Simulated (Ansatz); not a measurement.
**Deforming Ru**

```yaml
crystal:
  lattice:
    - [2.70580, 0.00000, 0.00000]
    - [-1.35290, 2.34329, 0.00000]
    - [0.00000, 0.00000, 4.28190]
  atoms:
    - { symbol: Ru, position: [0.33333, 0.66667, 0.25000] }
    - { symbol: Ru, position: [0.66667, 0.33333, 0.75000] }
```

Atom numbers follow the list: Ru1, Ru2.

The conventional cell has a = 2.706 Å, b = 2.706 Å, c = 4.282 Å, α = 90.00°, β = 90.00°, γ = 120.00°. Around Ru (atom 1) lie 12 Ru at 2.65 to 2.71 Å.

The cell comes from COD entry 9017842, which wasn't checked; take it as a given geometry.

The calculation used DFT, PBEsol, all-electron PAW with datasets made for the crystal, scalar-relativistic in Ansatz 0.2.0.

Settings: a Γ-centred 14×14×8 k mesh, Fermi–Dirac smearing of 0.03 eV, cutoff 320 eV (chosen by the program for this cell), no spin polarisation.

The unchanged cell is at -6.27 GPa.

In a metal, stresses and small energies carry noise from the k mesh.

x, y and z are the Cartesian axes of the cell as listed; fractional coordinates follow a strain, and an engineering shear is twice the off-diagonal strain component.

With equal xy, yz and zx engineering shear strains of -3 %: energy change +23 meV/atom; stress change (xx, yy, zz, yz, xz, xy) 0.67, 0.85, 1.03, 5.96, 5.92, 6.11 GPa, compression positive; change of the force on Ru1 (0.137, -0.006, 0.040) eV/Å.

With this change (equal xy, yz and zx engineering shear strains of -1 %), what becomes of the energy and stress and forces?

Energy change +2 meV/atom; stress change (xx, yy, zz, yz, xz, xy) 0.08, 0.08, 0.12, 1.98, 1.98, 1.97 GPa, compression positive; change of the force on Ru1 (0.048, -0.001, 0.004) eV/Å.

With this change (equal xy, yz and zx engineering shear strains of +2 %), what becomes of the energy and stress and forces?

Energy change +10 meV/atom; stress change (xx, yy, zz, yz, xz, xy) 0.35, 0.32, 0.44, -3.81, -3.79, -3.84 GPa, compression positive; change of the force on Ru2 (0.062, 0.002, -0.018) eV/Å.
